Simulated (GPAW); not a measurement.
The system is AlN.

```
CELL_PARAMETERS angstrom
3.11300 0.00000 0.00000
-1.55650 2.69594 0.00000
0.00000 0.00000 4.98100
ATOMIC_POSITIONS crystal
Al 0.66667 0.33333 0.50000
Al 0.33333 0.66667 0.00000
N 0.66667 0.33333 0.88000
N 0.33333 0.66667 0.38000
```

Base run:

| Property | Result |
| --- | --- |
| Program | GPAW 26.7.0 |
| Functional | PBE |
| Potentials or basis | GPAW PAW data sets (gpaw-data 1.2.1) |
| Cutoff | 800 eV |
| Basis | pw |
| k mesh | 10 × 10 × 6 |
| Occupations | fermi-dirac, width 0.05 eV |
| Spin | no spin polarisation |

Its results: band gap on the k mesh 4.23 eV, direct; pressure 4.6 GPa; largest force 0.133 eV/Å.

Problem. After a change of settings the same cell gave: band gap on the k mesh 4.23 eV, direct; pressure 3.1 GPa; largest force 0.128 eV/Å. Which change was it?
A. functional from PBE to WC; potentials or basis from GPAW PAW data sets (gpaw-data 1.2.1) to PAW data sets generated in the run's folder for this functional
B. functional from PBE to mBEEF; k mesh from 10 × 10 × 6 to 7 × 7 × 4
C. potentials or basis from GPAW PAW data sets (gpaw-data 1.2.1) to SG15 ONCV 1.2; cutoff from 800 eV to 1100 eV; k mesh from 10 × 10 × 6 to 7 × 7 × 4; valence electrons from 16 to 32

Solution. C.

Not every run made on this cell is shown here.
